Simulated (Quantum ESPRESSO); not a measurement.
# MoS2 in Quantum ESPRESSO: the effect of functional

The system is MoS2.

```
Mo S
1.0
     0.00000    2.99595    2.99595
     2.99595    0.00000    2.99595
     2.99595    2.99595    0.00000
Mo S
1 2
Direct
  0.00000 0.00000 0.00000
  0.25000 0.25000 0.25000
  0.75000 0.75000 0.75000
```

Measurements of this composition are mostly on another form, of space group No. 194.

Alike in all runs:

| Property | Result |
| --- | --- |
| Program | Quantum ESPRESSO 7.5 |
| Task | single point |
| Potentials or basis | PseudoDojo 0.4.1 SR LDA standard |
| Cutoff | 1088 eV |
| Density cutoff | 4354 eV |
| k mesh | 6 × 6 × 6 |
| Occupations | gaussian, width 0.05 eV |
| Spin | collinear spin, ferromagnetic start |
| Starting moments | [2.0, 0.0, 0.0] μB |
| Hubbard terms | Mo d U = 7 eV |

```csv
functional,pressure (GPa)
LDA,0.5
PBEsol,3.5
PBE,8.5
revPBE,10.5
RPBE,?
PW91,8.8
```

**Question.** What does the run with functional RPBE give?

**Answer.** Pressure 11.3 GPa.

Caveats: the potentials were made for another functional, which shifts forces and pressure (some runs).
